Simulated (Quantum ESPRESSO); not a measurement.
# GaAs (F-43m) in Quantum ESPRESSO: a series of runs, part 2 of 2

Quantum ESPRESSO 7.5. Earlier steps stand in the parts before.

## Step 3: Phonons, PBE+D2

File pw.in:

```
&CONTROL
  calculation = 'scf'
  prefix = 'pwscf'
  outdir = './tmp'
  pseudo_dir = './pseudo'
  tprnfor = .true.
  tstress = .true.
  disk_io = 'low'
/
&SYSTEM
  ibrav = 0
  nat = 2
  ntyp = 2
  ecutwfc = 84
  nbnd = 21
  occupations = 'smearing'
  smearing = 'fd'
  degauss = 0.00367493
  vdw_corr = 'grimme-d2'
/
&ELECTRONS
  conv_thr = 4d-10
  electron_maxstep = 120
  mixing_beta = 0.5
/
ATOMIC_SPECIES
As    74.9216 As.upf
Ga    69.7230 Ga.upf
CELL_PARAMETERS angstrom
   0.0000000000    2.8268500000    2.8268500000
   2.8268500000    0.0000000000    2.8268500000
   2.8268500000    2.8268500000    0.0000000000
ATOMIC_POSITIONS crystal
As     0.7500000000    0.7500000000    0.7500000000
Ga     0.0000000000    0.0000000000    0.0000000000
K_POINTS automatic
6 6 6 1 1 1
```

File relax.in:

```
&CONTROL
  calculation = 'vc-relax'
  prefix = 'pwscf'
  outdir = './tmp'
  pseudo_dir = './pseudo'
  tprnfor = .true.
  tstress = .true.
  disk_io = 'low'
  nstep = 40
  forc_conv_thr = 0.0001
  etot_conv_thr = 1d-06
/
&SYSTEM
  ibrav = 0
  nat = 2
  ntyp = 2
  ecutwfc = 84
  nbnd = 21
  occupations = 'smearing'
  smearing = 'fd'
  degauss = 0.00367493
  vdw_corr = 'grimme-d2'
/
&ELECTRONS
  conv_thr = 4d-10
  electron_maxstep = 120
  mixing_beta = 0.5
/
&IONS
  ion_dynamics = 'bfgs'
/
&CELL
  cell_dynamics = 'bfgs'
  press = 0
  press_conv_thr = 0.2
/
ATOMIC_SPECIES
As    74.9216 As.upf
Ga    69.7230 Ga.upf
CELL_PARAMETERS angstrom
   0.0000000000    2.8268500000    2.8268500000
   2.8268500000    0.0000000000    2.8268500000
   2.8268500000    2.8268500000    0.0000000000
ATOMIC_POSITIONS crystal
As     0.7500000000    0.7500000000    0.7500000000
Ga     0.0000000000    0.0000000000    0.0000000000
K_POINTS automatic
6 6 6 1 1 1
```

File scf2.in:

```
&CONTROL
  calculation = 'scf'
  prefix = 'pwscf'
  outdir = './tmp'
  pseudo_dir = './pseudo'
  tprnfor = .true.
  tstress = .true.
  disk_io = 'low'
/
&SYSTEM
  ibrav = 0
  nat = 2
  ntyp = 2
  ecutwfc = 84
  nbnd = 21
  occupations = 'fixed'
  vdw_corr = 'grimme-d2'
/
&ELECTRONS
  conv_thr = 1d-13
  electron_maxstep = 120
  mixing_beta = 0.5
  startingpot = 'file'
  startingwfc = 'file'
/
ATOMIC_SPECIES
As    74.9216 As.upf
Ga    69.7230 Ga.upf
CELL_PARAMETERS angstrom
   0.0000000000    2.8158725272    2.8158725272
   2.8158725272    0.0000000000    2.8158725272
   2.8158725272    2.8158725272    0.0000000000
ATOMIC_POSITIONS crystal
As     0.7500000000    0.7500000000    0.7500000000
Ga     0.0000000000    0.0000000000    0.0000000000
K_POINTS automatic
6 6 6 1 1 1
```

File ph.in:

```
phonons of GaAs
&INPUTPH
  prefix = 'pwscf'
  outdir = './tmp'
  tr2_ph = 1d-16
  fildyn = 'dyn'
  niter_ph = 60
  alpha_mix(1) = 0.7
  epsil = .true.
/
0.0000000000 0.0000000000 0.0000000000
```

File dynmat.in:

```
&INPUT
  fildyn = 'dyn'
  asr = 'crystal'
  lperm = .true.
  filout = 'dynmat.disp'
  fileig = 'dynmat.eig'
/
```

File dynmat_lo.in:

```
&INPUT
  fildyn = 'dyn'
  asr = 'crystal'
  filout = 'dynmat_lo.disp'
  fileig = 'dynmat_lo.eig'
  q(1) = 0
  q(2) = 0
  q(3) = 1
/
```

Potentials or basis: PseudoDojo 0.4.1 SR PBE standard.

Command:

```bash
OMP_NUM_THREADS=1 pw.x -in pw.in > pw.out
OMP_NUM_THREADS=1 pw.x -in relax.in > relax.out
OMP_NUM_THREADS=1 pw.x -in scf2.in > scf2.out
OMP_NUM_THREADS=1 ph.x -in ph.in > ph.out
OMP_NUM_THREADS=1 dynmat.x -in dynmat.in > dynmat.out
OMP_NUM_THREADS=1 dynmat.x -in dynmat_lo.in > dynmat_lo.out
```

pw.out:

```text
This program is part of the open-source Quantum ESPRESSO suite
     for quantum simulation of materials; please cite
[... 9 lines left out ...]
     --------------------
     sticks:   dense  smooth     PW     G-vecs:    dense   smooth      PW
     Sum        1333    1333    379                31775    31775    5029

     Using Slab Decomposition

     bravais-lattice index     =            0
     lattice parameter (alat)  =       7.5547  a.u.
     unit-cell volume          =     304.8842 (a.u.)^3
     number of atoms/cell      =            2
     number of atomic types    =            2
     number of electrons       =        28.00
     number of Kohn-Sham states=           21
     kinetic-energy cutoff     =      84.0000  Ry
     charge density cutoff     =     336.0000  Ry
     scf convergence threshold =      4.0E-10
     mixing beta               =       0.5000
     number of iterations used =            8  plain     mixing
     Exchange-correlation= PBE
                           (   1   4   3   4   0   0   0)

     celldm(1)=   7.554690  celldm(2)=   0.000000  celldm(3)=   0.000000
     celldm(4)=   0.000000  celldm(5)=   0.000000  celldm(6)=   0.000000

     crystal axes: (cart. coord. in units of alat)
               a(1) = (   0.000000   0.707107   0.707107 )
               a(2) = (   0.707107   0.000000   0.707107 )
               a(3) = (   0.707107   0.707107   0.000000 )

     reciprocal axes: (cart. coord. in units 2 pi/alat)
[... 94 lines left out ...]

     Davidson diagonalization with overlap
     ethr =  1.71E-04,  avg # of iterations =  3.4

     total energy              =    -365.17218342 Ry
     estimated scf accuracy    <       0.04799790 Ry
[... 50 lines left out ...]
     iteration #  9     ecut=    84.00 Ry     beta= 0.50
     Davidson diagonalization with overlap
     ethr =  2.81E-12,  avg # of iterations =  2.2

     End of self-consistent calculation

          k = 0.0589 0.0589 0.0589 (  3915 PWs)   bands (ev):

   -26.4175 -26.4175 -26.4175 -26.4080 -26.4080  -6.0178  -6.0098  -6.0098
    -5.9341  -5.9341  -3.8468   7.5860   8.6851   8.6851  10.1565  12.6980
    12.7125  12.7125  16.8712  18.4256  18.4256
[... 87 lines left out ...]
   -26.4183 -26.4158 -26.4158 -26.4085 -26.4071  -6.1200  -5.9658  -5.9638
    -5.9568  -5.9226  -1.5077   2.1225   5.8903   6.2017  10.3992  10.9306
    18.1031  18.3853  19.6293  21.6000  21.7590

          k =-0.5303 0.1768-0.0589 (  3973 PWs)   bands (ev):

   -26.4179 -26.4163 -26.4161 -26.4083 -26.4073  -6.1057  -5.9777  -5.9726
    -5.9488  -5.9259  -1.9238   2.7274   5.7051   6.4233  11.2360  12.3475
    15.0954  17.0746  19.0664  20.7843  22.0411

          k =-0.4125 0.0589 0.0589 (  3977 PWs)   bands (ev):
[... 61 lines left out ...]
   -26.4172 -26.4167 -26.4165 -26.4079 -26.4077  -6.0958  -5.9882  -5.9849
    -5.9346  -5.9312  -1.9807   2.3216   5.9801   7.3262  11.1576  13.3681
    14.3582  16.7710  18.3135  19.2135  19.9470

     the Fermi energy is     9.2898 ev

!    total energy              =    -365.17831980 Ry
     estimated scf accuracy    <          5.3E-12 Ry
     smearing contrib. (-TS)   =      -0.00000002 Ry
     internal energy E=F+TS    =    -365.17831978 Ry

     The total energy is F=E-TS. E is the sum of the following terms:
     one-electron contribution =    -192.05336315 Ry
     hartree contribution      =     114.71807828 Ry
     xc contribution           =     -89.44120808 Ry
     ewald contribution        =    -198.35283378 Ry
     Dispersion Correction     =      -0.04899306 Ry

     convergence has been achieved in   9 iterations

     Forces acting on atoms (cartesian axes, Ry/au):

     atom    1 type  1   force =    -0.00000000   -0.00000000    0.00000000
     atom    2 type  2   force =     0.00000000    0.00000000   -0.00000000

     Total force =     0.000000     Total SCF correction =     0.000000

     Computing stress (Cartesian axis) and pressure

          total   stress  (Ry/bohr**3)                   (kbar)     P=       -8.03
  -0.00005457   0.00000000   0.00000000           -8.03        0.00        0.00
   0.00000000  -0.00005457   0.00000000            0.00       -8.03        0.00
   0.00000000   0.00000000  -0.00005457            0.00        0.00       -8.03

=------------------------------------------------------------------------------=
   JOB DONE.
=------------------------------------------------------------------------------=
```

It took 17 min on 1 thread of Arm Neoverse V2, shared host; peak memory 0.09 GiB.

Results:

| Item | Value |
| --- | --- |
| Free energy | -4968.5055 eV |
| Relaxed volume | 22.33 Å³/atom |
| Relaxed cell | a = 3.982 Å, b = 3.982 Å, c = 3.982 Å, α = 60.00°, β = 60.00°, γ = 60.00° |
| Space group after relaxing (to 0.05 Å) | F-43m (No. 216) |
| Pressure after relaxing | 0.0 GPa |
| Electronic dielectric tensor (diagonal) | 13.55 |
| Born charges (mean of the diagonal) | As -2.11; Ga +2.09 e |
| Highest phonon frequency at Γ, LO-TO splitting left out | 270 cm⁻¹ |
| Static dielectric tensor (diagonal) | 15.40 |

The path:
```
step  energy change (eV)  largest force (eV/Å)  pressure (GPa)  volume (Å³)
   1              0.0000                0.0000           -0.80        45.18
   2             -0.0008                0.0000           -0.52        44.99
   3             -0.0013                0.0000           -0.10        44.72
   4             -0.0013                0.0000            0.00        44.65
   5             -0.0013                0.0000            0.00        44.65
```

Final structure:
```yaml
crystal:
  lattice:
    - [0.00000, 2.81587, 2.81587]
    - [2.81587, 0.00000, 2.81587]
    - [2.81587, 2.81587, 0.00000]
  atoms:
    - { symbol: As, position: [0.75000, 0.75000, 0.75000] }
    - { symbol: Ga, position: [0.00000, 0.00000, 0.00000] }
```

Levels at points of the mesh, in eV from the valence-band top:
```csv
k point,band 12,band 13,band 14,band 15,band 16,band 17
"(0.08, 0.08, 0.08)",-1.08,0.00,0.00,1.54,4.03,4.04
```

Phonon frequencies in cm⁻¹ (negative: imaginary):
```tsv
q point	frequencies
(0.000, 0.000, 0.000)	-7 -7 -7 270 270 270
```

Electronic dielectric tensor:
```
13.55  0.00  0.00
 0.00 13.55  0.00
 0.00  0.00 13.55
```

Born effective charge tensors (e):
atom 1, As
```
-2.11  0.00  0.00
 0.00 -2.11  0.00
 0.00  0.00 -2.11
```
atom 2, Ga
```
2.09 0.00 0.00
0.00 2.09 0.00
0.00 0.00 2.09
```

Optical modes at Γ, degenerate ones joined, polar ones without the macroscopic field:
```tsv
cm⁻¹	components	symmetry	active in	IR intensity, summed ((D/Å)²/amu)
270	3	T2	IR and Raman	8.47
```

Zone-centre frequencies without and with the macroscopic field along z (cm⁻¹):
```
                optical modes in rising order
       without                    270 270 270
with the field                    270 270 288
```

Static dielectric tensor, electrons and zone-centre modes:
```
15.40  0.00  0.00
 0.00 15.40  0.00
 0.00  0.00 15.40
```

Caveat: the shifted mesh misses Γ, where the gap is smaller or closed, so treating the crystal as an insulator may be wrong and the dielectric response too small.

## Step 4: Phonons, WC

Edit pw.in of step 3 so:

```diff
@@ -15,2 +15,3 @@
   nbnd = 21
+  input_dft = 'wc'
   occupations = 'smearing'
@@ -18,3 +19,2 @@
   degauss = 0.00367493
-  vdw_corr = 'grimme-d2'
 /
```

Edit relax.in of step 3 so:

```diff
@@ -18,2 +18,3 @@
   nbnd = 21
+  input_dft = 'wc'
   occupations = 'smearing'
@@ -21,3 +22,2 @@
   degauss = 0.00367493
-  vdw_corr = 'grimme-d2'
 /
```

Edit scf2.in of step 3 so:

```diff
@@ -15,4 +15,4 @@
   nbnd = 21
+  input_dft = 'wc'
   occupations = 'fixed'
-  vdw_corr = 'grimme-d2'
 /
@@ -29,5 +29,5 @@
 CELL_PARAMETERS angstrom
-   0.0000000000    2.8158725272    2.8158725272
-   2.8158725272    0.0000000000    2.8158725272
-   2.8158725272    2.8158725272    0.0000000000
+   0.0000000000    2.8315602149    2.8315602149
+   2.8315602149    0.0000000000    2.8315602149
+   2.8315602149    2.8315602149    0.0000000000
 ATOMIC_POSITIONS crystal
```

ph.in is that of step 3.

dynmat.in is that of step 3.

dynmat_lo.in is that of step 3.

Potentials or basis: PseudoDojo 0.4.1 SR PBE standard.

Command:

```bash
OMP_NUM_THREADS=1 pw.x -in pw.in > pw.out
OMP_NUM_THREADS=1 pw.x -in relax.in > relax.out
OMP_NUM_THREADS=1 pw.x -in scf2.in > scf2.out
OMP_NUM_THREADS=1 ph.x -in ph.in > ph.out
OMP_NUM_THREADS=1 dynmat.x -in dynmat.in > dynmat.out
OMP_NUM_THREADS=1 dynmat.x -in dynmat_lo.in > dynmat_lo.out
```

pw.out:

```text
This program is part of the open-source Quantum ESPRESSO suite
     for quantum simulation of materials; please cite
         "P. Giannozzi et al., J. Phys.:Condens. Matter 21 395502 (2009);
         "P. Giannozzi et al., J. Phys.:Condens. Matter 29 465901 (2017);
         "P. Giannozzi et al., J. Chem. Phys. 152 154105 (2020);
     in publications or presentations arising from this work. More details at

     IMPORTANT: XC functional enforced from input :
     Exchange-correlation= WC
                           (   1   4  11   4   0   0   0)
     Any further DFT definition will be discarded
     Please, verify this is what you really want

     Message from routine setup:
     using ibrav=0 with symmetry is DISCOURAGED, use correct ibrav instead

     G-vector sticks info
     --------------------
     sticks:   dense  smooth     PW     G-vecs:    dense   smooth      PW
     Sum        1333    1333    379                31775    31775    5029

     Using Slab Decomposition

     bravais-lattice index     =            0
     lattice parameter (alat)  =       7.5547  a.u.
     unit-cell volume          =     304.8842 (a.u.)^3
     number of atoms/cell      =            2
     number of atomic types    =            2
     number of electrons       =        28.00
     number of Kohn-Sham states=           21
     kinetic-energy cutoff     =      84.0000  Ry
     charge density cutoff     =     336.0000  Ry
     scf convergence threshold =      4.0E-10
     mixing beta               =       0.5000
[... 99 lines left out ...]

     Davidson diagonalization with overlap
     ethr =  1.80E-04,  avg # of iterations =  3.2

     total energy              =    -364.67766339 Ry
     estimated scf accuracy    <       0.05096582 Ry
[... 50 lines left out ...]
     iteration #  9     ecut=    84.00 Ry     beta= 0.50
     Davidson diagonalization with overlap
     ethr =  2.32E-12,  avg # of iterations =  2.0

     End of self-consistent calculation

          k = 0.0589 0.0589 0.0589 (  3915 PWs)   bands (ev):

   -26.4282 -26.4282 -26.4282 -26.4179 -26.4179  -6.0922  -6.0837  -6.0837
    -6.0052  -6.0052  -4.0438   7.3893   8.5307   8.5307   9.9173  12.4972
    12.5332  12.5332  16.5011  18.2561  18.2561
[... 87 lines left out ...]
   -26.4290 -26.4265 -26.4265 -26.4184 -26.4170  -6.1994  -6.0387  -6.0367
    -6.0289  -5.9935  -1.6977   1.9338   5.7152   6.0344  10.1382  10.6867
    17.8719  18.1827  19.3486  21.4302  21.5124

          k =-0.5303 0.1768-0.0589 (  3973 PWs)   bands (ev):

   -26.4286 -26.4270 -26.4267 -26.4182 -26.4172  -6.1847  -6.0510  -6.0457
    -6.0206  -5.9969  -2.1139   2.5376   5.5214   6.2523  10.9942  12.1129
    14.8657  16.8765  18.8089  20.5595  21.8540

          k =-0.4125 0.0589 0.0589 (  3977 PWs)   bands (ev):
[... 61 lines left out ...]
   -26.4279 -26.4274 -26.4272 -26.4178 -26.4176  -6.1748  -6.0616  -6.0581
    -6.0060  -6.0024  -2.1691   2.1260   5.7942   7.1660  10.9269  13.1347
    14.1704  16.5097  18.0443  19.0198  19.6499

     the Fermi energy is     9.0866 ev

!    total energy              =    -364.68377950 Ry
     estimated scf accuracy    <          1.7E-10 Ry
     smearing contrib. (-TS)   =      -0.00000005 Ry
     internal energy E=F+TS    =    -364.68377945 Ry

     The total energy is F=E-TS. E is the sum of the following terms:
     one-electron contribution =    -191.87359742 Ry
     hartree contribution      =     114.47162470 Ry
     xc contribution           =     -88.92897296 Ry
     ewald contribution        =    -198.35283378 Ry

     convergence has been achieved in   9 iterations

     Forces acting on atoms (cartesian axes, Ry/au):

     atom    1 type  1   force =     0.00000000    0.00000000    0.00000000
     atom    2 type  2   force =     0.00000000    0.00000000    0.00000000

     Total force =     0.000000     Total SCF correction =     0.000000

     Computing stress (Cartesian axis) and pressure

          total   stress  (Ry/bohr**3)                   (kbar)     P=        3.58
   0.00002432  -0.00000000   0.00000000            3.58       -0.00        0.00
  -0.00000000   0.00002432   0.00000000           -0.00        3.58        0.00
   0.00000000   0.00000000   0.00002432            0.00        0.00        3.58

=------------------------------------------------------------------------------=
   JOB DONE.
=------------------------------------------------------------------------------=
```

It took 14 min on 1 thread of Intel Xeon Platinum 8375C at 2.90GHz (Ice Lake), shared host; peak memory 0.1 GiB.

What came out:

- Free energy: -4961.7759 eV
- Relaxed volume: 22.70 Å³/atom
- Relaxed cell: a = 4.004 Å, b = 4.004 Å, c = 4.004 Å, α = 60.00°, β = 60.00°, γ = 60.00°
- Space group after relaxing (to 0.05 Å): F-43m (No. 216)
- Pressure after relaxing: 0.0 GPa
- Electronic dielectric tensor (diagonal): 14.71
- Born charges (mean of the diagonal): As -2.17; Ga +2.14 e
- Highest phonon frequency at Γ, LO-TO splitting left out: 262 cm⁻¹
- Static dielectric tensor (diagonal): 16.73

The path:
| step | energy change (eV) | largest force (eV/Å) | pressure (GPa) | volume (Å³) |
| --- | --- | --- | --- | --- |
| 1 | 0.0000 | 0.0000 | 0.36 | 45.18 |
| 2 | -0.0001 | 0.0000 | 0.22 | 45.26 |
| 3 | -0.0002 | 0.0000 | 0.08 | 45.35 |
| 4 | -0.0002 | 0.0000 | 0.00 | 45.41 |

Final structure:
```
CELL_PARAMETERS angstrom
0.00000 2.83156 2.83156
2.83156 0.00000 2.83156
2.83156 2.83156 0.00000
ATOMIC_POSITIONS crystal
As 0.75000 0.75000 0.75000
Ga 0.00000 0.00000 0.00000
```

Levels at points of the mesh, in eV from the valence-band top:
```csv
k point,band 10,band 11,band 12,band 13,band 14,band 15,band 16,band 17,band 18,band 19
"(0.08, 0.08, 0.08)",-14.53,-12.54,-1.15,0.00,0.00,1.36,3.96,4.00,4.00,7.95
```

Phonon frequencies in cm⁻¹ (negative: imaginary):
| q point | frequencies |
| --- | --- |
| (0.000, 0.000, 0.000) | 5 5 5 262 262 262 |

Electronic dielectric tensor:
```
14.71  0.00  0.00
 0.00 14.71  0.00
 0.00  0.00 14.71
```

Born effective charge tensors (e):
atom 1, As
```
-2.17  0.00  0.00
 0.00 -2.17  0.00
 0.00  0.00 -2.17
```
atom 2, Ga
```
2.14 0.00 0.00
0.00 2.14 0.00
0.00 0.00 2.14
```

Optical modes at Γ, degenerate ones joined, polar ones without the macroscopic field:
```tsv
cm⁻¹	components	symmetry	active in	IR intensity, summed ((D/Å)²/amu)
262	3	T2	IR and Raman	8.87
```

Zone-centre frequencies without and with the macroscopic field along z (cm⁻¹):
|  | optical modes in rising order |
| --- | --- |
| without | 262 262 262 |
| with the field | 262 262 279 |

Static dielectric tensor, electrons and zone-centre modes:
```
16.73  0.00  0.00
 0.00 16.73  0.00
 0.00  0.00 16.73
```

Caveat: the potentials were made for another functional, which shifts forces and pressure; the shifted mesh misses Γ, where the gap is smaller or closed, so treating the crystal as an insulator may be wrong and the dielectric response too small.

## Step 5: How close it comes

Step 3. Against the measured high-frequency dielectric constant of GaAs, 10.89 (300 K; a printed reference work, textbook), the calculated 13.55 is off by +24.5 %.

Step 4. Measured high-frequency dielectric constant of GaAs: 10.89 (300 K; a printed reference work, textbook). This calculation gives 14.71 (+35.1 %). So large a miss can be the level of theory's own, or it may mean another phase, state or a wrong row.
